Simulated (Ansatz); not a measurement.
Ansatz input file:

```yaml
crystal:
  lattice:
    - [3.8243176461, 0.0, 0.0]
    - [-1.912158823, 3.3119562337, 0.0]
    - [0.0, 0.0, 16.4411527661]
  atoms:
    - { symbol: Ga, position: [0.3333333333, 0.6666666667, 0.1747219808] }
    - { symbol: Ga, position: [0.6666666667, 0.3333333333, 0.6747219808] }
    - { symbol: Ga, position: [0.3333333333, 0.6666666667, 0.3252780192] }
    - { symbol: Ga, position: [0.6666666667, 0.3333333333, 0.8252780192] }
    - { symbol: Se, position: [0.3333333333, 0.6666666667, 0.6025549248] }
    - { symbol: Se, position: [0.6666666667, 0.3333333333, 0.1025549248] }
    - { symbol: Se, position: [0.3333333333, 0.6666666667, 0.8974450752] }
    - { symbol: Se, position: [0.6666666667, 0.3333333333, 0.3974450752] }
basis:
  ecutwfc: 420
kpoints:
  mp_grid: { grid: [12, 12, 2] }
hamiltonian:
  xc: pbe
  dispersion: d3bj
scf:
  occupations: { method: gaussian, width: 0.02 }
output:
  forces: true
  stress: true
  eigenvalues: true
relax:
  adjacent_minimum: "off"
  f_tol: 0.01
  max_steps: 30
  cell: { stress_tol: 0.1, fix: [volume] }
```

Run as
```bash
ansatz run input.yaml --threads 2 --pin off --max-ram 5120MiB --backend cpu --events-out ev --progress --plain --runs-dir out
```

These are results of Ansatz 0.2.0, DFT PBE+D3(BJ), scalar-relativistic, plane waves, PAW, not measurements.

Part of what the program printed, abridged (iterations and final results):

```
SCF iter   1: F=—  HF=-37015.286470 eV  |F-HF|=—  |Δ(HF+E_count)|=         —  Δρ=1.53e-3  dr2=3.47e-3  ethr=1.77e-3  ⟨swp⟩=6.0  Hψ=9023  notcnv=0  defer=1
SCF iter   2: F=—  HF=-37015.283869 eV  |F-HF|=—  |Δ(HF+E_count)|=   2.60e-3  Δρ=8.65e-4  dr2=1.07e-3  ethr=2.99e-6  ⟨swp⟩=2.0  Hψ=4622  notcnv=0  defer=225
SCF iter   3: F=—  HF=-37015.283889 eV  |F-HF|=—  |Δ(HF+E_count)|=   1.97e-5  Δρ=4.01e-4  dr2=2.57e-4  ethr=9.21e-7  ⟨swp⟩=2.0  Hψ=3809  notcnv=0  defer=225
SCF iter   4: F=—  HF=-37015.284050 eV  |F-HF|=—  |Δ(HF+E_count)|=   1.62e-4  Δρ=1.32e-4  dr2=2.19e-5  ethr=2.21e-7  ⟨swp⟩=2.0  Hψ=3051  notcnv=0  defer=225
SCF iter   5: F=—  HF=-37015.284058 eV  |F-HF|=—  |Δ(HF+E_count)|=   7.76e-6  Δρ=3.26e-5  dr2=3.52e-6  ethr=1.89e-8  ⟨swp⟩=2.0  Hψ=3811  notcnv=0  defer=225
SCF iter   6: F=—  HF=-37015.284062 eV  |F-HF|=—  |Δ(HF+E_count)|=   3.51e-6  Δρ=1.39e-5  dr2=6.15e-7  ethr=3.04e-9  ⟨swp⟩=2.0  Hψ=3051  notcnv=0  defer=225
SCF iter   7: F=-37015.284062 eV  HF=-37015.284062 eV  |F-HF|=3.80e-8  |Δ(HF+E_count)|=   6.72e-7  Δρ=3.85e-6  dr2=3.10e-8  ethr=8.62e-11  ⟨swp⟩=7.2  Hψ=11954  notcnv=0
SCF 1 converged in 7 iterations: F = -37015.284062 eV  dr2 = 3.10e-8
relax step   1: F+E_penalty+E_count = -37015.28406228 eV  Δ(F+E_penalty+E_count) = +0.000e0 eV  max|allowed force component| = 1.990e-1 eV/Å  Δτ_max = 0.0000 Å  P = -2.128 GPa  Ω = 208.243 Å³  fix = [volume]  reactions: volume -2.128 GPa (7 SCF iters, dr2 threshold 1.00e-7 eV, accepted)
Basis set: ecut = 420 eV, 4063 PW (Γ), exchange–correlation on 54×54×240 points (8 copies of the dense FFT grid, shifted against one another)
Initial density: handed on by an earlier stage of this run
Initial wavefunctions: those handed on with the density
SCF iter   1: F=—  HF=-37015.309517 eV  |F-HF|=—  |Δ(HF+E_count)|=         —  Δρ=4.39e-3  dr2=2.75e-2  ethr=2.48e-5  ⟨swp⟩=2.3  Hψ=10862  notcnv=0
SCF iter   2: F=—  HF=-37015.301873 eV  |F-HF|=—  |Δ(HF+E_count)|=   7.64e-3  Δρ=2.01e-3  dr2=5.14e-3  ethr=2.37e-5  ⟨swp⟩=2.0  Hψ=3531  notcnv=0
SCF iter   3: F=—  HF=-37015.300956 eV  |F-HF|=—  |Δ(HF+E_count)|=   9.18e-4  Δρ=3.48e-4  dr2=2.92e-4  ethr=4.43e-6  ⟨swp⟩=2.2  Hψ=4798  notcnv=0
SCF iter   4: F=—  HF=-37015.301050 eV  |F-HF|=—  |Δ(HF+E_count)|=   9.45e-5  Δρ=1.64e-4  dr2=6.56e-5  ethr=2.52e-7  ⟨swp⟩=2.4  Hψ=4599  notcnv=0
SCF iter   5: F=—  HF=-37015.301064 eV  |F-HF|=—  |Δ(HF+E_count)|=   1.36e-5  Δρ=7.73e-5  dr2=1.24e-5  ethr=5.66e-8  ⟨swp⟩=2.0  Hψ=4233  notcnv=0
SCF iter   6: F=—  HF=-37015.301064 eV  |F-HF|=—  |Δ(HF+E_count)|=   6.08e-7  Δρ=2.04e-5  dr2=1.73e-6  ethr=1.07e-8  ⟨swp⟩=2.0  Hψ=4104  notcnv=0
SCF iter   7: F=-37015.301067 eV  HF=-37015.301067 eV  |F-HF|=6.97e-8  |Δ(HF+E_count)|=   2.49e-6  Δρ=8.91e-6  dr2=2.28e-7  ethr=6.90e-10  ⟨swp⟩=5.8  Hψ=11480  notcnv=0
SCF 2 converged in 7 iterations: F = -37015.301067 eV  dr2 = 2.28e-7
relax step   2: F+E_penalty+E_count = -37015.30106706 eV  Δ(F+E_penalty+E_count) = -1.700e-2 eV  max|allowed force component| = 6.925e-2 eV/Å  Δτ_max = 0.0556 Å  P = -1.028 GPa  Ω = 208.243 Å³  energy of the carried Pulay correction = -5.658e-18 eV  fix = [volume]  reactions: volume -1.028 GPa (7 SCF iters, dr2 threshold 8.00e-7 eV, accepted)
Basis set: ecut = 420 eV, 4087 PW (Γ), exchange–correlation on 54×54×240 points (8 copies of the dense FFT grid, shifted against one another)
SCF iter   1: F=—  HF=-37015.303494 eV  |F-HF|=—  |Δ(HF+E_count)|=         —  Δρ=6.94e-4  dr2=9.07e-4  ethr=8.00e-7  ⟨swp⟩=2.4  Hψ=10966  notcnv=0
SCF iter   2: F=—  HF=-37015.303295 eV  |F-HF|=—  |Δ(HF+E_count)|=   1.99e-4  Δρ=3.31e-4  dr2=1.35e-4  ethr=7.82e-7  ⟨swp⟩=2.0  Hψ=3003  notcnv=0
SCF iter   3: F=—  HF=-37015.303272 eV  |F-HF|=—  |Δ(HF+E_count)|=   2.37e-5  Δρ=9.95e-5  dr2=2.10e-5  ethr=1.16e-7  ⟨swp⟩=2.0  Hψ=3180  notcnv=0
SCF iter   4: F=—  HF=-37015.303269 eV  |F-HF|=—  |Δ(HF+E_count)|=   2.95e-6  Δρ=3.00e-5  dr2=2.40e-6  ethr=1.81e-8  ⟨swp⟩=2.0  Hψ=4825  notcnv=0
SCF iter   5: F=—  HF=-37015.303268 eV  |F-HF|=—  |Δ(HF+E_count)|=   1.26e-6  Δρ=1.40e-5  dr2=4.24e-7  ethr=2.07e-9  ⟨swp⟩=2.0  Hψ=4658  notcnv=0
SCF iter   6: F=-37015.303268 eV  HF=-37015.303268 eV  |F-HF|=1.14e-9  |Δ(HF+E_count)|=   4.87e-8  Δρ=4.45e-6  dr2=5.32e-8  ethr=2.58e-10  ⟨swp⟩=5.1  Hψ=10275  notcnv=0
SCF 3 converged in 6 iterations: F = -37015.303268 eV  dr2 = 5.32e-8
relax step   3: F+E_penalty+E_count = -37015.30326764 eV  Δ(F+E_penalty+E_count) = -2.201e-3 eV  max|allowed force component| = 2.398e-3 eV/Å  Δτ_max = 0.0045 Å  P = -1.110 GPa  Ω = 208.243 Å³  energy of the carried Pulay correction = -5.658e-18 eV  fix = [volume]  reactions: volume -1.110 GPa (6 SCF iters, dr2 threshold 3.00e-7 eV, accepted)
Initial wavefunctions: pseudopotential atomic-orbital guess (no wavefunctions were taken with the density)
SCF iter   1: F=—  HF=-37015.296016 eV  |F-HF|=—  |Δ(HF+E_count)|=         —  Δρ=3.22e-4  dr2=5.44e-6  ethr=2.79e-7  ⟨swp⟩=3.0  Hψ=15005  notcnv=0
SCF iter   2: F=—  HF=-37015.301388 eV  |F-HF|=—  |Δ(HF+E_count)|=   5.37e-3  Δρ=1.63e-4  dr2=1.19e-6  ethr=4.69e-9  ⟨swp⟩=2.2  Hψ=3353  notcnv=0
SCF iter   3: F=—  HF=-37015.303225 eV  |F-HF|=—  |Δ(HF+E_count)|=   1.84e-3  Δρ=1.82e-5  dr2=3.39e-8  ethr=1.02e-9  ⟨swp⟩=2.2  Hψ=3356  notcnv=0
SCF iter   4: F=—  HF=-37015.303248 eV  |F-HF|=—  |Δ(HF+E_count)|=   2.29e-5  Δρ=1.58e-6  dr2=4.56e-9  ethr=2.92e-11  ⟨swp⟩=2.0  Hψ=4864  notcnv=0
SCF iter   5: F=—  HF=-37015.303248 eV  |F-HF|=—  |Δ(HF+E_count)|=   1.02e-7  Δρ=6.01e-7  dr2=1.66e-9  ethr=3.93e-12  ⟨swp⟩=2.0  Hψ=4864  notcnv=0
SCF iter   6: F=—  HF=-37015.303248 eV  |F-HF|=—  |Δ(HF+E_count)|=   1.63e-9  Δρ=3.11e-7  dr2=3.64e-10  ethr=1.43e-12  ⟨swp⟩=2.0  Hψ=3791  notcnv=0
SCF iter   7: F=-37015.303248 eV  HF=-37015.303248 eV  |F-HF|=3.64e-11  |Δ(HF+E_count)|=  5.09e-10  Δρ=8.87e-8  dr2=2.62e-11  ethr=1.00e-12  ⟨swp⟩=4.0  Hψ=8654  notcnv=0
SCF 4 converged in 7 iterations: F = -37015.303248 eV  dr2 = 2.62e-11
SCF converged after 7 iterations
Free energy (F): -37015.303248 eV
Harris-Foulkes:  -37015.303248 eV  (|F-HF|=3.64e-11)
Internal energy: -37015.303248 eV  (E = F + TS)
E sigma→0 (E₀):  -37015.303248 eV
Fermi energy:    6.939339 eV
--- Per-component energies (eV) ---
  E_band       = -1942.578304
  E_kinetic    = 933.556424
  E_local      = -19657.160806  (includes V_loc(G=0)·N_el)
  E_nonlocal   = -684.365141
  E_hartree    = 9428.013278
  E_xc         = -691.566493
  E_vxc        = -622.227249  (∫ρ·V_xc dr)
  E_paw        = -15600.059864  (= ΣΔE_a)
  E_vpaw       = -768.405740  (= ΣTr[D̂ρ^β])
  E_aug_tail   = -0.002770  (compensation charges beyond the density's cutoff)
  E_ewald      = -10741.536701
  E_disp       = -2.181176  (pairwise vdW)
  E_smearing   =  0.000000  (= −TS)
--- Forces (eV/Å), atoms counted from 1 ---
  atom   1  Ga     0.00000000     0.00000000     0.00045982
  atom   2  Ga     0.00000000     0.00000000     0.00045982
  atom   3  Ga     0.00000000     0.00000000    -0.00045982
  atom   4  Ga     0.00000000     0.00000000    -0.00045982
  atom   5  Se     0.00000000     0.00000000    -0.00237676
  atom   6  Se     0.00000000     0.00000000    -0.00237676
  atom   7  Se     0.00000000     0.00000000     0.00237676
  atom   8  Se     0.00000000     0.00000000     0.00237676
--- Stress (GPa, compression-positive) ---
       -1.131956       0.000000       0.000000
        0.000000      -1.131956       0.000000
        0.000000       0.000000      -1.066239
  P = ⅓ Tr σ = -1.1101 GPa (-11.101 kbar)
--- Band table (eV; the first three rows and the last of 38) ---
  k-point 0: bands = ["-41.0733", "-41.0733", "-41.0733", "-41.0733", "-41.0733", "-41.0733", "-41.0733", "-41.0733", "-41.0304", "-41.0304", "-41.0304", "-41.0304", "-41.0304", "-41.0304", "-41.0304", "-41.0304", "-41.0153", "-41.0153", "-41.0153", "-41.0152", "-8.5064", "-8.5062", "-8.3884", "-8.3884", "-8.3883", "-8.3883", "-8.3316", "-8.3316", "-8.3316", "-8.3316", "-8.3308", "-8.3308", "-8.3308", "-8.3308", "-8.1826", "-8.1826", "-8.1825", "-8.1825", "-8.1737", "-8.1700", "-7.4352", "-7.3245", "-7.2340", "-7.1145", "-0.2968", "-0.0485", "2.1419", "2.8804", "5.1879", "5.2009", "5.2009", "5.2691", "5.2691", "5.3233", "5.3233", "5.3953", "5.3953", "6.4551", "7.4236", "8.2389", "8.7040", "8 ...
  k-point 1: bands = ["-41.0733", "-41.0733", "-41.0733", "-41.0733", "-41.0733", "-41.0733", "-41.0733", "-41.0733", "-41.0304", "-41.0304", "-41.0304", "-41.0304", "-41.0304", "-41.0304", "-41.0304", "-41.0304", "-41.0153", "-41.0153", "-41.0152", "-41.0152", "-8.5063", "-8.5063", "-8.3883", "-8.3883", "-8.3883", "-8.3883", "-8.3316", "-8.3316", "-8.3316", "-8.3316", "-8.3308", "-8.3308", "-8.3308", "-8.3308", "-8.1825", "-8.1825", "-8.1825", "-8.1825", "-8.1718", "-8.1718", "-7.3947", "-7.3947", "-7.1595", "-7.1595", "-0.1827", "-0.1827", "2.4850", "2.4850", "5.2258", "5.2258", "5.2258", "5.2258", "5.3685", "5.3685", "5.3685", "5.3685", "5.7548", "5.7548", "7.9378", "7.9378", "8.7330", "8 ...
  k-point 2: bands = ["-41.0733", "-41.0733", "-41.0733", "-41.0733", "-41.0732", "-41.0732", "-41.0732", "-41.0732", "-41.0304", "-41.0304", "-41.0304", "-41.0304", "-41.0304", "-41.0304", "-41.0304", "-41.0304", "-41.0153", "-41.0153", "-41.0152", "-41.0152", "-8.5067", "-8.5064", "-8.4057", "-8.4045", "-8.3875", "-8.3874", "-8.3509", "-8.3494", "-8.3319", "-8.3319", "-8.3293", "-8.3292", "-8.3290", "-8.3289", "-8.2031", "-8.2012", "-8.1830", "-8.1830", "-8.1460", "-8.1451", "-7.3575", "-7.2493", "-7.1636", "-7.0461", "-0.2551", "-0.0244", "2.1686", "2.8028", "4.5568", "4.7190", "4.7659", "4.9369", "5.0824", "5.1574", "5.2185", "5.2987", "5.4532", "6.4155", "7.9837", "8.6111", "9.1289", "9 ...
  k-point 37: bands = ["-41.0729", "-41.0729", "-41.0729", "-41.0729", "-41.0728", "-41.0728", "-41.0728", "-41.0728", "-41.0306", "-41.0306", "-41.0305", "-41.0305", "-41.0305", "-41.0305", "-41.0305", "-41.0305", "-41.0149", "-41.0149", "-41.0149", "-41.0149", "-8.5795", "-8.5795", "-8.5088", "-8.5088", "-8.4711", "-8.4711", "-8.3967", "-8.3967", "-8.3331", "-8.3331", "-8.3123", "-8.3123", "-8.2973", "-8.2973", "-8.2134", "-8.2134", "-8.2050", "-8.2050", "-8.0664", "-8.0664", "-5.8576", "-5.8576", "-5.7808", "-5.7808", "-0.6655", "-0.6655", "0.3564", "0.3564", "2.0636", "2.0636", "2.4734", "2.4734", "3.7494", "3.7494", "4.1487", "4.1487", "4.6151", "4.6151", "8.4381", "8.4381", "9.0866", " ...
--- Relaxed structure (3 steps of the walk, 3 accepted, 1 SCFs on fresh bases) ---
  F+E_penalty+E_count = -37015.30324811 eV   max|allowed force component| = 2.377e-3 eV/Å   (the final SCF, on the basis selected at the relaxed cell)
  cell:  # Å, volume = 208.2432 Å³
    - [3.80100207, 0.0, 0.0]
    - [-1.90050103, 3.29176435, 0.0]
    - [0.0, 0.0, 16.64347341]
  atoms:
    - { symbol: Ga, position: [0.33333333, 0.66666666, 0.17618157] }
    - { symbol: Ga, position: [0.66666666, 0.33333333, 0.67618157] }
    - { symbol: Ga, position: [0.33333333, 0.66666666, 0.32381842] }
    - { symbol: Ga, position: [0.66666666, 0.33333333, 0.82381842] }
    - { symbol: Se, position: [0.33333333, 0.66666666, 0.60573245] }
    - { symbol: Se, position: [0.66666666, 0.33333333, 0.10573245] }
    - { symbol: Se, position: [0.33333333, 0.66666666, 0.89426754] }
    - { symbol: Se, position: [0.66666666, 0.33333333, 0.39426754] }
```

The relaxation met its thresholds.

Time: 63 s on 2 threads of Arm Neoverse V1 (shared host), peak memory 0.77 GiB.